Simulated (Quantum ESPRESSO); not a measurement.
# Hf in Quantum ESPRESSO: the effect of functional

The system is Hf.

```
CELL_PARAMETERS angstrom
3.19670 0.00000 0.00000
-1.59835 2.76842 0.00000
0.00000 0.00000 5.05780
ATOMIC_POSITIONS crystal
Hf 0.66667 0.33333 0.75000
Hf 0.33333 0.66667 0.25000
```

Alike in all runs:

| Quantity | Value |
| --- | --- |
| Program | Quantum ESPRESSO 7.5 |
| Task | phonons |
| Cutoff | 789 eV |
| Density cutoff | 3157 eV |
| k mesh | 8 × 8 × 4 |
| Occupations | cold, width 0.2 eV |
| Spin | no spin polarisation |

Each run relaxes the cell or the atoms first.

Q: One run gave: relaxed volume 22.99 Å³/atom; highest phonon frequency 103 cm⁻¹. Which functional did it use?
A. PBE
B. AM05
C. vdW-DF-cx
D. BLYP
E. WC

A: D.

```tsv
functional	potentials or basis	relaxed volume (Å³/atom)	highest phonon frequency (cm⁻¹)
LDA	PseudoDojo 0.4.1 SR LDA standard	20.60	137
PBE	PseudoDojo 0.4.1 SR PBE standard	22.47	105
PBEsol	PseudoDojo 0.4.1 SR PBEsol standard	21.64	126
WC	PseudoDojo 0.4.1 SR PBE standard	21.70	127
BLYP	PseudoDojo 0.4.1 SR PBE standard	22.99	103
AM05	PseudoDojo 0.4.1 SR PBE standard	21.71	126
vdW-DF-cx	PseudoDojo 0.4.1 SR PBE standard	21.68	129
```

Caveats: the mesh is thin for the phonons of a metal; the potentials were made for another functional, which shifts forces and pressure (some runs).
